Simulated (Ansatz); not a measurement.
BaTiO3:

```
Ba Ti O
1.0
     3.99980    0.00000    0.00000
     0.00000    3.99980    0.00000
     0.00000    0.00000    4.01800
Ba Ti O
1 1 3
Direct
  0.00000 0.00000 0.00000
  0.50000 0.50000 0.49000
  0.00000 0.50000 0.51700
  0.50000 0.00000 0.51700
  0.50000 0.50000 0.01900
```

- Program: Ansatz 0.2.0
- Task: relaxation of cell and atoms
- Functional: PBE
- Potentials or basis: Ansatz PAW earlier set
- Cutoff: 910 eV
- Density cutoff: 3640 eV
- k mesh: 7 × 7 × 7
- Occupations: fermi-dirac, width 0.05 eV
- Spin: no spin polarisation

At the start: volume 12.86 Å³/atom.

Q: Where does the relaxation end?

A: It ends after 11 steps and the volume is 13.35 Å³/atom (+3.8 %); space group P4mm (No. 99, to 0.05 Å).

The path:
| step | energy change (eV) | largest force (eV/Å) | volume (Å³) |
| --- | --- | --- | --- |
| 1 | 0.0000 | 0.3112 | 64.28 |
| 2 | -0.0121 | 0.3185 | 65.44 |
| 3 | -0.0142 | 0.2809 | 65.44 |
| 4 | -0.0241 | 0.3135 | 65.50 |
| 5 | -0.0390 | 0.0752 | 66.63 |
| 6 | -0.0395 | 0.0142 | 66.54 |
| 7 | -0.0396 | 0.0094 | 66.64 |
| 8 | -0.0409 | 0.0094 | 66.64 |
| 9 | -0.0410 | 0.0163 | 66.72 |
| 10 | -0.0410 | 0.0002 | 66.73 |
| 11 | -0.0410 | 0.0002 | 66.73 |

Final structure:
```
Ba Ti O
1.0
     3.98581    0.00000    0.00000
     0.00000    3.98581    0.00000
     0.00000    0.00000    4.20018
Ba Ti O
1 1 3
Direct
  0.00000 0.00000 0.98945
  0.50000 0.50000 0.47215
  0.00000 0.50000 0.52033
  0.50000 0.00000 0.52033
  0.50000 0.50000 0.04075
```

Caveat: the plane-wave basis is chosen anew once the cell has moved, so the energies of steps on either side of that aren't comparable.
